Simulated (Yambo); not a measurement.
A run of Yambo 5.3.0 is set up as follows.

optics1.in

```
optics
chi
Chimod= "HARTREE"
% BndsRnXd
 1 | 34 |
%
NGsBlkXd= 3 Ry
% LongDrXd
 1 | 0 | 0 |
%
% QpntsRXd
 1 | 1 |
%
% EnRngeXd
 0 | 20 | eV
%
% DmRngeXd
 0.1 | 0.1 | eV
%
ETStpsXd= 200
```

The input scf.in:

```
&CONTROL
  calculation = 'scf'
  prefix = 'pwscf'
  outdir = './tmp'
  pseudo_dir = './pseudo'
/
&SYSTEM
  ibrav = 0
  nat = 2
  ntyp = 2
  ecutwfc = 84
  nbnd = 15
  occupations = 'smearing'
  smearing = 'fd'
  degauss = 0.00367493
  force_symmorphic = .true.
/
&ELECTRONS
  conv_thr = 4d-10
  electron_maxstep = 120
  mixing_beta = 0.5
/
ATOMIC_SPECIES
Ta   180.9479 Ta.upf
N     14.0070 N.upf
CELL_PARAMETERS angstrom
   0.0000000000    2.1814365931    2.1814365931
   2.1814365931    0.0000000000    2.1814365931
   2.1814365931    2.1814365931    0.0000000000
ATOMIC_POSITIONS crystal
Ta     0.5000000000    0.5000000000    0.5000000000
N      0.0000000000    0.0000000000    0.0000000000
K_POINTS automatic
10 10 10 0 0 0
```

File nscf.in:

```
&CONTROL
  calculation = 'nscf'
  prefix = 'pwscf'
  outdir = './tmp'
  pseudo_dir = './pseudo'
/
&SYSTEM
  ibrav = 0
  nat = 2
  ntyp = 2
  ecutwfc = 84
  nbnd = 89
  occupations = 'smearing'
  smearing = 'fd'
  degauss = 0.00367493
  force_symmorphic = .true.
/
&ELECTRONS
  conv_thr = 1d-08
  diago_full_acc = .true.
  diago_thr_init = 1d-06
/
ATOMIC_SPECIES
Ta   180.9479 Ta.upf
N     14.0070 N.upf
CELL_PARAMETERS angstrom
   0.0000000000    2.1814365931    2.1814365931
   2.1814365931    0.0000000000    2.1814365931
   2.1814365931    2.1814365931    0.0000000000
ATOMIC_POSITIONS crystal
Ta     0.5000000000    0.5000000000    0.5000000000
N      0.0000000000    0.0000000000    0.0000000000
K_POINTS automatic
6 6 6 0 0 0
```

Potentials or basis: PseudoDojo 0.4.1 SR PBEsol standard.

Command:

```bash
$ OMP_NUM_THREADS=1 pw.x -in scf.in > scf.out
$ OMP_NUM_THREADS=1 pw.x -in nscf.in > nscf.out
$ cd tmp/pwscf.save; p2y; mv SAVE ../..; cd ../..
$ OMP_NUM_THREADS=1 yambo
$ OMP_NUM_THREADS=1 yambo -F optics1.in -J optics1 -C optics1_out
```

Task: Estimate the band gap on the k mesh, mean-field level.

Result: None (metal or under the smearing width).

Dielectric function (along the field direction of the input):
```csv
energy (eV),real part,imaginary part
1.61,-137.34,22.95
2.21,-61.28,26.52
2.81,-44.07,5.80
3.42,-25.82,2.94
4.12,-16.79,3.56
4.72,-6.24,3.30
5.33,-9.71,10.18
6.03,-5.07,3.13
6.63,-7.51,7.94
7.24,-2.71,6.53
7.94,-5.98,8.35
8.54,-3.59,7.88
9.15,-2.33,4.00
9.85,-9.04,8.26
10.45,-5.08,7.84
11.06,-0.43,5.01
11.66,-2.48,4.53
12.36,-3.32,5.19
12.96,-6.68,3.34
13.57,-3.03,2.31
14.27,-2.09,1.62
14.87,-3.00,1.08
15.48,-1.58,2.13
16.18,-2.04,0.48
16.78,-1.51,0.92
17.39,-1.52,2.13
18.09,-1.62,0.78
18.69,-0.91,0.75
19.30,-0.49,0.95
20.00,0.09,1.65
```

Caveat: the k mesh is coarse (spacing up to 0.42 Å⁻¹), so the values aren't converged; the intraband (Drude) term of the metal is left out; the ground state has no gap, which makes the many-body step unreliable; spectra need much finer meshes, so this one isn't converged; these spectra lack excitons. The run has no spin-orbit coupling, so splittings on Ta are missing.
